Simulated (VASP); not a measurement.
# K (Im-3m) in VASP: further runs

Runs on K. Level: r2SCAN. Tasks: single point.

All numbers are computed with VASP 6.6.1; they aren't measurements. Logs are shortened: lines on timing, memory, paths and dates and some standing lists are left out, and cuts for length are marked.

### 1 The crystal as given

The structure is cubic, space group Im-3m (No. 229). Conventional cell: a = 5.395 Å, b = 5.395 Å, c = 5.395 Å, α = 90.00°, β = 90.00°, γ = 90.00°.

### 2 Single point, r2SCAN

Contents of INCAR:

```
SYSTEM = K
ADDGRID = .False.
ALGO = Normal
EDIFF = 1E-6
ENCUT = 300
ISIF = 2
ISMEAR = -1
LASPH = .True.
LCHARG = .False.
LMIXTAU = .True.
LREAL = .False.
LWAVE = .False.
METAGGA = R2SCAN
NBANDS = 10
NELM = 100
PREC = Accurate
SIGMA = 0.15
```

Contents of KPOINTS:

```
k-points
0
Gamma
  2 2 2
  0 0 0
```

Contents of POSCAR:

```
K
1.0
   -2.6491090000      2.6630490000      2.6437420000
    2.6773590000     -2.6874940000      2.6964360000
    2.7342160000      2.7726000000     -2.6681870000
K
1
Direct
   -0.0060180000      0.0074470000      0.0002300000
```

Potentials or basis: VASP PAW PBE potentials, release 64 (K_pv).

Started as:

```bash
cat potpaw_PBE.64/K_pv/POTCAR > POTCAR
mpirun -np 1 vasp_std > vasp.out
```

OUTCAR:

```text
SYSTEM = K
   EDIFF = 1E-6
   ENCUT = 300
   ISIF = 2
   ISMEAR = -1
   LASPH = .True.
   LREAL = .False.
   METAGGA = R2SCAN
   NELM = 100
   PREC = Accurate

 Found      8 irreducible k-points:

 Following reciprocal coordinates:
            Coordinates               Weight
  0.000000  0.000000  0.000000      1.000000
  0.500000  0.000000 -0.000000      1.000000
  0.000000  0.500000  0.000000      1.000000
  0.500000  0.500000 -0.000000      1.000000
  0.000000  0.000000  0.500000      1.000000
  0.500000  0.000000  0.500000      1.000000
   k-points           NKPTS =      8   k-points in BZ     NKDIM =      8   number of bands    NBANDS=     10
   number of dos      NEDOS =    301   number of ions     NIONS =      1
   total plane-waves  NPLWV =  21952
   dimension x,y,z NGX =    28 NGY =   28 NGZ =   28
   dimension x,y,z NGXF=    56 NGYF=   56 NGZF=   56
   ions per type =               1
   NGX,Y,Z   is equivalent  to a cutoff of  10.13, 10.00,  9.86 a.u.
   NGXF,Y,Z  is equivalent  to a cutoff of  20.27, 20.00, 19.72 a.u.
 SYSTEM =  K
   PREC   = accura    normal or accurate (medium, high low for compatibility)
   ISTART =      0    job   : 0-new  1-cont  2-samecut
   ICHARG =      2    charge: 1-file 2-atom 10-const
   ISPIN  =      1    spin polarized calculation?
   LNONCOLLINEAR =      F non collinear calculations
   LSORBIT =      F    spin-orbit coupling
   LASPH  =      T    aspherical Exc in radial PAW
   ENCUT  =  300.0 eV  22.05 Ry    4.70 a.u.   6.49  6.57  6.67*2*pi/ulx,y,z
   NELM   =    100;   NELMIN=  2; NELMDL= -5     # of ELM steps
   EDIFF  = 0.1E-05   stopping-criterion for ELM
   LREAL  =      F    real-space projection
   EDIFFG = 0.1E-04   stopping-criterion for IOM
   NSW    =      0    number of steps for IOM
   IBRION =     -1    ionic relax: 0-MD 1-quasi-New 2-CG
   NFREE  =      0    steps in history (QN), initial steepest desc. (CG)
   ISIF   =      2    stress and relaxation
   ISYM   =      2    0-nonsym 1-usesym 2-fastsym
   POTIM  = 0.5000    time-step for ionic-motion
   TEBEG  =    0.0;   TEEND  =   0.0 temperature during run
   PSTRESS=    0.0 pullay stress
   NELECT =       7.0000    total number of electrons
   NUPDOWN=      -1.0000    fix difference up-down
   EMIN   =  10.00;   EMAX   =-10.00  energy-range for DOS
   EFERMI =   0.00;   METHOD = LEGACY
   ISMEAR =    -1;   SIGMA  =   0.15  broadening in eV -4-tet -1-fermi 0-gaus
   EFERMI_NEDOS =   21; number of points for ismear=-14 and -15
   IALGO  =     38    algorithm
   IMIX   =      4    mixing-type and parameters
     AMIX     =   0.40;   BMIX     =  1.00
     AMIX_MAG =   1.60;   BMIX_MAG =  1.00
  volume/ion in A,a.u.               =      78.52       529.87
  Fermi-wavevector in a.u.,A,eV,Ry     =   0.731335  1.382024  7.277098  0.534852
  Thomas-Fermi vector in A             =   1.823527
   LORBIT       =      0    0 simple, 1 ext, 2 COOP (PROOUT), +10 PAW based schemes
   METAGGA = R2SCAN    functional components
   LHFCALC =     F    Hartree Fock is set to
   AEXX    =    0.0000 exact exchange contribution
   IVDW    =     0    specifies the selected vdW correction
   LEPSILON=     F    determine dielectric tensor
   LRPA    =     F    only Hartree local field effects (RPA)
 non-spin polarized calculation
  energy-cutoff  :      300.00
  volume of cell :       78.52
 maximum number of plane-waves:       945
 NGX is ok and might be reduce to    28
   NGX = 13   NGY = 13   NGZ = 13

 number of electron       7.0000004 magnetization

 Free energy of the ion-electron system (eV)
  ---------------------------------------------------
  ext. energy  EPLUGINS =         0.00000000
  ---------------------------------------------------
  free energy    TOTEN  =        -5.49742260 eV

  energy without entropy =       -5.25039511  energy(sigma->0) =       -5.37390886

 E-fermi :  -0.7703     XC(G=0):  -5.7574

 val. band max:       -3.3986464632   @ k =   0.0000   0.0000   0.0000
 cond. band min:      -0.7181766409   @ k =   0.0000   0.0000   0.5000
 fundamental gap:      2.6804698223
 Fermi energy:        -0.7703130980

 k-point     1 :       0.0000    0.0000    0.0000
  band No.  band energies     occupation
      1     -17.4735      2.00000
      2     -17.4667      2.00000
      3     -17.4605      2.00000
      4      -3.3986      2.00000
      5       3.4931      0.00000
      6       3.5573      0.00000
      7       3.6885      0.00000
      8       4.5180      0.00000
      9       4.6203      0.00000
     10       6.7864      0.00000

 k-point     2 :       0.5000    0.0000   -0.0000
  band No.  band energies     occupation
      1     -17.5276      2.00000
      2     -17.4833      2.00000
      3     -17.4648      2.00000
      4      -0.5924      0.46793
      5      -0.5477      0.36968
      6       2.2768      0.00000
      7       4.1789      0.00000
      8       4.9030      0.00000
      9       5.1667      0.00000
     10       5.6547      0.00000

 k-point     3 :       0.0000    0.5000    0.0000
  band No.  band energies     occupation
      1     -17.5196      2.00000
      2     -17.4848      2.00000
      3     -17.4680      2.00000
      4      -0.6179      0.53164
      5      -0.6019      0.49101
      6       2.2543      0.00000
      7       4.2614      0.00000
      8       4.8857      0.00000
      9       5.2441      0.00000
     10       5.7123      0.00000

 k-point     4 :       0.5000    0.5000   -0.0000
  band No.  band energies     occupation
      1     -17.5315      2.00000
      2     -17.4875      2.00000
      3     -17.4594      2.00000
      4      -0.5803      0.43955
      5      -0.5141      0.30680
      6       2.3516      0.00000
      7       4.0654      0.00000
      8       4.9436      0.00000
      9       5.0433      0.00000
     10       5.7063      0.00000

 k-point     5 :       0.0000    0.0000    0.5000
  band No.  band energies     occupation
      1     -17.5118      2.00000
      2     -17.4839      2.00000
      3     -17.4718      2.00000
      4      -0.7182      0.82794
      5      -0.6865      0.72777
      6       2.3791      0.00000
      7       4.2525      0.00000
      8       5.1014      0.00000
      9       5.2462      0.00000
     10       5.8874      0.00000

 k-point     6 :       0.5000    0.0000    0.5000
  band No.  band energies     occupation
      1     -17.5278      2.00000
      2     -17.4836      2.00000
      3     -17.4648      2.00000
      4      -0.5811      0.44156
      5      -0.5311      0.33743
      6       2.2475      0.00000
      7       4.1934      0.00000
      8       4.8679      0.00000
      9       5.1772      0.00000
     10       5.6106      0.00000

 [... further k-points ...]

------------------------ aborting loop because EDIFF is reached ----------------------------------------

  FORCE on cell =-STRESS in cart. coord.  units (eV):
  Direction    XX          YY          ZZ          XY          YZ          ZX
  --------------------------------------------------------------------------------------
  -------------------------------------------------------------------------------------
  Total        0.2405036      0.2582101      0.1589708      0.1765633     -0.0519358      0.0557640
  in kB        4.9074923      5.2687938      3.2438098      3.6027863     -1.0597536      1.1378689
  external PRESSURE =       4.4733653 kB  Pullay stress =       0.0000000 kB

 VOLUME and BASIS-vectors are now :
 -----------------------------------------------------------------------------
  energy-cutoff  :      300.00
  volume of cell :       78.52
      direct lattice vectors                 reciprocal lattice vectors
    -2.649109000  2.663049000  2.643742000    -0.003889548  0.184877607  0.188126541
     2.677359000 -2.687494000  2.696436000     0.183848792 -0.002040834  0.186277758
     2.734216000  2.772600000 -2.668187000     0.181941348  0.181121382 -0.000133391

 POSITION                                       TOTAL-FORCE (eV/Angst)
 -----------------------------------------------------------------------------------
     -2.61260      2.62765      2.64730        -0.000000     -0.000000     -0.000000
 -----------------------------------------------------------------------------------
    total drift:                                0.000027     -0.000039     -0.000088

  FREE ENERGIE OF THE ION-ELECTRON SYSTEM (eV)
  ---------------------------------------------------
  free  energy   TOTEN  =        -5.4974226021 eV

  energy  without entropy=       -5.2503951145  energy(sigma->0) =       -5.37390886
```

Run time: 21 s. Hardware: 1 thread of Intel Xeon Platinum 8559C (Emerald Rapids), shared host; peak memory 0.15 GiB.

These settings aren't checked as converged: the numbers below hold their error.

What came out:

- Free energy: -5.4974 eV
- Pressure: 0.4 GPa
- Band gap on the k mesh: none (metal or under the smearing width)

Caveat: the k mesh is coarse (spacing up to 0.83 Å⁻¹), so the values aren't converged; the PAW data sets were made with another functional, which shifts forces and pressure a little.

### 3 Single point, r2SCAN

Changes to INCAR since step 2:

```diff
@@ -4,3 +4,3 @@
 EDIFF = 1E-6
-ENCUT = 300
+ENCUT = 350
 ISIF = 2
```

KPOINTS is that of step 2.

Contents of POSCAR:

```
K
1.0
   -2.6975585167      2.6975585167      2.6975585167
    2.6975585167     -2.6975585167      2.6975585167
    2.6975585167      2.6975585167     -2.6975585167
K
1
Direct
    0.0000000000      0.0000000000      0.0000000000
```

Potentials or basis: VASP PAW PBE potentials, release 64 (K_pv).

Started as:

```bash
cat potpaw_PBE.64/K_pv/POTCAR > POTCAR
mpirun -np 1 vasp_std > vasp.out
```

Wall time 14 s (1 thread of Intel Xeon Platinum 8559C (Emerald Rapids), shared host); peak memory 0.16 GiB.

The run converged, but some of its settings lie outside the range that counts as converged, so its numbers aren't taken as properties of the crystal.

Results:

| Quantity | Value |
| --- | --- |
| Free energy | -5.4945 eV |
| Pressure | 0.5 GPa |
| Band gap on the k mesh | none (metal or under the smearing width) |

Caveat: the k mesh is coarse (spacing up to 0.82 Å⁻¹), so the values aren't converged; the PAW data sets were made with another functional, which shifts forces and pressure a little.

### 4 For comparison

An earlier run on the cell as given: functional PBE; potentials or basis VASP PAW PBE potentials, release 64 (K_sv); cutoff 520 eV; k mesh 7 × 7 × 7; occupations fermi-dirac, width 0.05 eV; no spin polarisation.

- Pressure: -0.2 GPa
- Band gap on the k mesh: none (metal or under the smearing width)
